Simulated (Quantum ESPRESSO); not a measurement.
# WS2 under changes of volume

One of the cells (49.592 Å³/atom); the others are scaled copies at fixed shape and fractional positions:

```
W S
1.0
     3.18352    0.00000    0.00000
    -1.59176    2.75701    0.00000
     0.00000    0.00000   16.95058
W S
1 2
Direct
  0.00000 0.00000 0.00000
  0.33333 0.66667 0.09200
  0.33333 0.66667 0.90800
```

```yaml
Program: Quantum ESPRESSO 7.5
Functional: PBEsol
Potentials_or_basis: PseudoDojo 0.4.1 SR PBEsol standard
Cutoff: 1007 eV
Density_cutoff: 4027 eV
k_mesh: 10 × 10 × 2
Occupations: fermi-dirac, width 0.05 eV
Spin: no spin polarisation
```

| volume (Å³/atom) | energy over the lowest point (meV/atom) | gap on the mesh (eV) | largest force (eV/Å) |
| --- | --- | --- | --- |
| 46.616 | ? | ? | ? |
| 47.608 | 4.71 | 2.10 | 0.645 |
| 48.600 | 0.00 | 2.04 | 0.245 |
| 49.592 | 3.04 | 1.98 | 0.124 |
| 50.583 | 13.03 | 1.93 | 0.466 |
| 51.575 | 29.26 | 1.87 | 0.782 |
| 52.567 | 51.07 | 1.82 | 1.074 |

What does the run at 46.616 Å³/atom give?

Energy over the lowest point 18.07 meV/atom; gap on the mesh 2.17 eV; largest force 1.079 eV/Å.

Worked out: A Birch-Murnaghan fit of order 3 (a polynomial in V^(-2/3)) to the other rows has its minimum at 48.69 Å³/atom with B0 = V·E''(V) = 61 GPa and B' = 4.4 at fixed shape and positions, which overstates the stiffness. It gives 18.09 meV/atom at 46.616 Å³/atom, against the run's 18.07. A straight line through the other rows of the gap, of slope -2.83 eV per unit of ln V, extrapolates to 2.16 eV, against the run's 2.17.

Energies are extrapolated to zero smearing.

Caveats: spin-orbit coupling is left out, which moves the levels of the heavy elements.

A mesh can miss the band edges.
